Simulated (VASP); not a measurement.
Set up this calculation in VASP 6.6.1, as the native input.

* Task: relaxation of cell and atoms
* Functional: PBEsol
* Potentials or basis: VASP PAW PBE potentials, release 64 (Sn_d, Ge_d)
* Cutoff: 600 eV
* k mesh: 6 × 6 × 6
* Occupations: gaussian, width 0.03 eV
* Spin: no spin polarisation
* Further INCAR settings: ALGO = Normal; EDIFF = 1e-07; IBRION = 2; EDIFFG = -0.005; NSW = 90; ISIF = 3

The structure of Sn3Ge13 lies in POSCAR:

```
Sn3Ge13                                 
1.0
    0.0028600894      5.8441256668     -5.8536521727
    5.8469857562      5.8469857562     -0.0000000000
    5.8504269363     -0.0034411802     -5.8599420528
  Sn              Ge            
     3    13
Direct
     0.4999476242794695    0.9994968078005074    0.5010587601195154
     0.4868311480782671    0.5040157505129454    0.5051373508958423
     0.8888330157502843    0.3706750776936225    0.3698168288624703
     0.0039325437740602    0.9867055386236424    0.5046018594865558
     0.0039325437740602    0.5047600581157416    0.5046018594865558
     0.4989683774897576    0.9999542622676644    0.0001045173303571
     0.4989683774897576    0.5009728429122208    0.0001045173303571
     0.0011225135407961    0.9993351415474615    0.0002072033642810
     0.0042750549469231    0.5044022070909903    0.9869205308710961
     0.3661197729713029    0.3840214902357800    0.3651303241260689
     0.3661197729713029    0.8847284126668482    0.3651303241260689
     0.8886640350779718    0.8706360639346375    0.3700638370527531
     0.3701483433295362    0.3706516467517335    0.8885483631669969
     0.3701750282226193    0.8707401847072452    0.8883446023628903
     0.8759809241519456    0.3748949855149652    0.8751145607090954
     0.8759809241519456    0.8740095296239940    0.8751145607090954
```

The cell was built by a generator and needn't be a form met in nature.

These files were run (other wordings do the same):

INCAR

```
  PREC = Accurate
  ENCUT = 600
  EDIFF = 1E-7
  ISMEAR = 0
  SIGMA = 0.03
  LREAL = False
  LASPH = True
  NELM = 80
  ALGO = Normal
  ISIF = 3
  LWAVE = False
  LCHARG = False
  GGA = PS
  IBRION = 2
  NSW = 90
  EDIFFG = -0.005
  KPAR = 8
```

KPOINTS

```
regular mesh
0
Gamma
  6 6 6
```

Potentials or basis: VASP PAW PBE potentials, release 64 (Sn_d, Ge_d).

Command:

```bash
$ cat potpaw_PBE.64/Sn_d/POTCAR potpaw_PBE.64/Ge_d/POTCAR > POTCAR
$ mpirun -np 8 vasp_std > vasp.out
```

Results of the run:

```yaml
Relaxed_volume: 25.04 Å³/atom
Relaxed_cell: a = 8.272 Å, b = 8.269 Å, c = 8.282 Å, α = 60.05°, β = 59.95°, γ = 60.01°
Space_group_after_relaxing_to_0.05_Å: Cm (No. 8)
Energy_gained_by_relaxing: 0.0 meV/atom
Ionic_steps: 2
Pressure_after_relaxing: 0.0 GPa
Largest_force_after_relaxing: 0.005 eV/Å
Band_gap_on_the_k_mesh: none (metal or under the smearing width)
```

Caveat: the PAW data sets were made with another functional, which shifts forces and pressure a little.

Wall time 25 min on 8 MPI ranks on Intel(R) Xeon(R) 6975P-C (Granite Rapids), with other jobs on the host, peak memory 2.9 GiB a rank.
